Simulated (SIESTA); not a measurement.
Crystal: HfO2.

```
Hf O
1.0
     5.11800    0.00000    0.00000
     0.00000    5.18570    0.00000
    -0.85866    0.00000    5.21387
Hf O
4 8
Cartesian
  0.8021 2.3870 3.6914
  3.0279 4.9798 4.1294
  3.4573 2.7987 1.5224
  1.2314 0.2059 1.0845
  -0.3473 0.8733 4.4146
  4.1773 3.4661 3.4062
  4.6066 4.3124 0.7993
  0.0821 1.7196 1.8076
  1.4549 3.8473 5.1101
  2.3751 1.2544 2.7107
  2.8045 1.3384 0.1038
  1.8842 3.9313 2.5032
```

Base run:

```yaml
Program: SIESTA 5.4.2
Functional: PBEsol
Potentials_or_basis: PseudoDojo 0.4 standard (PBEsol files)
Basis: DZP (energy shift 0.002 Ry)
Grid_cutoff: 800 Ry
Energy_shift: 0.002 Ry
k_mesh: 5 × 5 × 5
Occupations: fermi-dirac, width 0.05 eV
Spin: no spin polarisation
```

Its results: band gap on the k mesh 3.88 eV, indirect (least direct gap 3.96 eV); pressure -0.3 GPa; largest force 0.480 eV/Å.

Problem. The run is repeated on the same cell with these changes: functional from PBEsol to PBE; potentials or basis from PseudoDojo 0.4 standard (PBEsol files) to SG15 1.2 (PBE files) or PseudoDojo by element; valence electrons from 96 to 152. What comes out?

Solution. Band gap on the k mesh 3.47 eV, indirect (least direct gap 3.55 eV); pressure -2.9 GPa; largest force 0.503 eV/Å.

Caveats: semicore shells carry a single zeta, which can move pressures by several GPa and volumes by a few percent; spin-orbit coupling is left out, which moves the levels of the heavy elements; the basis of atomic orbitals isn't converged, which shifts pressures, moduli and gaps.

A k mesh can miss the band edges.
